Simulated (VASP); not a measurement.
A run of VASP 6.6.1:

The input INCAR:

```
SYSTEM = Au
PREC = Accurate ; ENCUT = 520
EDIFF = 1E-6 ; ISMEAR = 1
SIGMA = 0.1 ; LREAL = .FALSE.
LASPH = .TRUE. ; NELM = 60
ALGO = Fast ; ISIF = 2
LWAVE = .FALSE. ; LCHARG = .TRUE.
LDIPOL = .TRUE. ; IDIPOL = 3
DIPOL = 0.5 0.5 0.500 ; GGA = PE
IVDW = 12 ; LVHAR = .TRUE.
LVACPOTAV = .TRUE. ; KPAR = 2
```

KPOINTS

```
regular mesh
0
G
  13 13 1
  0 0 0
```

The input POSCAR:

```
Au                                      
1.0
    2.9002550600      0.0000000000      0.0000000000
   -1.4501274800      2.5116945000      0.0000000000
    0.0000000000      0.0000000000     28.6361185500
  Au            
     3
Selective dynamics
Direct
     0.0000000000000000    0.0000000000000000    0.4173051599999980   F   F   F
     0.6666669999999968    0.3333330000000032    0.5012462288756847   T   T   T
     0.3333330000000032    0.6666669999999968    0.5852894190786293   T   T   T
```

Potentials or basis: VASP PAW PBE potentials, release 64 (Au).

The run is started by

```sh
$ cat potpaw_PBE.64/Au/POTCAR > POTCAR
$ mpirun -np 2 vasp_std > vasp.out
```

Hardware: 2 MPI ranks on Intel(R) Xeon(R) 6975P-C (Granite Rapids), on a shared host.

Q: How long does it take, and how much memory?

A: It took 38 s on 2 MPI ranks on Intel(R) Xeon(R) 6975P-C (Granite Rapids), on a shared host, peak memory 0.37 GiB a rank. Counts: scf iterations 19, k points 21.
